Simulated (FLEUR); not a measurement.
Runs of FLEUR MaX-R8.1 (later development tree) on AlNi. It takes space group Pm-3m (No. 221, cubic). Conventional cell: a = 2.881 Å, b = 2.881 Å, c = 2.881 Å, α = 90.00°, β = 90.00°, γ = 90.00°. Ni (site symmetry m-3m) has 8 Al at 2.50 Å as nearest neighbours. Al (site symmetry m-3m) has 8 Ni at 2.50 Å as nearest neighbours. 

```tsv
task	level	spin	gmax	muffin-tin radii	max iterations	mixing factor	mixer	kmax	moment (μB)	V0 of scaled cells (Å³/atom)	B0 (GPa)
equation of state	r2SCAN	collinear, program default start	15.3 1/bohr	Ni 2.25, Al 1.99 bohr	-	-	-	4.92 1/bohr	-	11.74	(a)
single point	PBEsol	collinear, ferromagnetic start	15.3 1/bohr	Ni 2.25, Al 1.99 bohr	60	0.05	Anderson	4.92 1/bohr	0.00	-	-
band structure	r2SCAN	collinear, ferromagnetic start	14.8 1/bohr	Ni 2.32, Al 2.05 bohr	80	0.05	Anderson	4.78 1/bohr	0.00	-	-
band structure	PBEsol	collinear, ferromagnetic start	14.8 1/bohr	Ni 2.32, Al 2.05 bohr	60	0.05	Anderson	4.78 1/bohr	0.00	-	-
equation of state	PBEsol	collinear, program default start	15.3 1/bohr	Ni 2.25, Al 1.99 bohr	-	-	-	4.92 1/bohr	-	11.72	173
```

Alike in all rows: potentials or basis all-electron, FLAPW; cell as given; k mesh 9 × 9 × 9; smearing fermi-dirac 0.05 eV.

Q: Estimate the missing entries.

A: (a) 176.

Caveats: the meta-GGA is that of a development version, with a GGA for the radial functions and cores and without core tails (some runs).
